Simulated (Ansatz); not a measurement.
# What settings do to one calculation: a P vacancy next to a P vacancy in zincblende BP, 14 atoms, charge +2

Ansatz (PAW, plane waves), atoms fixed. The base input:

```yaml
crystal:
  lattice:
    - [9.040378, 0.000000, 0.000000]
    - [0.000000, 4.520189, 0.000000]
    - [0.000000, 0.000000, 4.520189]
  atoms:
    - { symbol: B, position: [0.003363, 0.035288, 0.013956] }
    - { symbol: B, position: [0.490090, 0.001651, 0.979707] }
    - { symbol: B, position: [0.259000, 0.496345, 0.030005] }
    - { symbol: B, position: [0.754232, 0.483659, 0.007933] }
    - { symbol: B, position: [0.252597, 0.030590, 0.478173] }
    - { symbol: B, position: [0.738930, 0.984149, 0.504206] }
    - { symbol: B, position: [0.995602, 0.491560, 0.497397] }
    - { symbol: B, position: [0.496769, 0.465983, 0.504425] }
    - { symbol: P, position: [0.139058, 0.219170, 0.262512] }
    - { symbol: P, position: [0.873659, 0.732712, 0.243068] }
    - { symbol: P, position: [0.370930, 0.265152, 0.740054] }
    - { symbol: P, position: [0.884347, 0.262372, 0.746754] }
    - { symbol: P, position: [0.110095, 0.750876, 0.742034] }
    - { symbol: P, position: [0.618749, 0.743270, 0.759496] }
kpoints:
  mp_grid: { grid: [2, 2, 2], shift: [0.5, 0.5, 0.5] }
hamiltonian:
  xc: pbesol
total_charge: 2
scf:
  occupations: { method: fermi_dirac, width: 0.01 }
output:
  forces: true
  eigenvalues: true
  populations: true
  charged_corrections: { epsilon: 11 }
```

Command:

```sh
ansatz run in.yaml --threads 8 --pin off --max-ram 13300MiB --runs-dir r --events-out ev --progress --plain
```

It converged in 10 iterations and 0.5 s of wall time on 8 threads of an EPYC 9R45 processor, on a host shared with other runs; peak host memory 0.51 GiB; largest force component 5.39 eV/Å. The cutoff was the default, 420 eV. The base isn't a converged reference: it has few k points, and its atoms are unrelaxed. Each run below changes the keys shown and caps the iterations.

| run | changed | ending | iterations | free energy less the base (meV per atom) | rms change of forces (eV/Å) | change of pressure (GPa) | wall time (s, shared host) |
| --- | --- | --- | --- | --- | --- | --- | --- |
| 1 | xc r2scan, max_iter 100 | converged | 10 | other zero | 0.209 | – | 1.3 CPU |
| 2 | ecutwfc 800 eV, xc_grid 2 (2 is the default), max_iter 90, k points a 3×3×3 mesh centred on Γ | converged | 10 | -16.7 | 0.193 | – | 1.6 CPU |
| 3 | initial_magnetization 1, max_iter 60 | converged | 20 | 0.0 | 0.000 | – | 1.1 CPU |
| 4 | occupations tetrahedron, mixing beta 0.03, max_iter 80 | converged | 11 | 0.0 | 0.000 | – | 0.5 CPU |
| 5 | width 0.03 eV, max_iter 100 | converged | 10 | 0.0 | 0.000 | – | 0.4 CPU |
| 6 | ecutwfc 350 eV, max_iter 100 | converged | 8 | 8.7 | 0.006 | – | 0.4 CPU |

«Other zero»: another functional, charge or dispersion term moves the zero of energy, so the difference says nothing of accuracy.

**Question.** Which changes leave the result alone, and which of the same physical model moves the forces most?

**Answer.** The forces move by under 0.002 eV/Å in runs 3, 4, 5. Run 2 (ecutwfc 800 eV, xc_grid 2 (2 is the default), max_iter 90, k points a 3×3×3 mesh centred on Γ) moves them most among the runs with the same functional, charge and dispersion term, by 0.193 eV/Å.
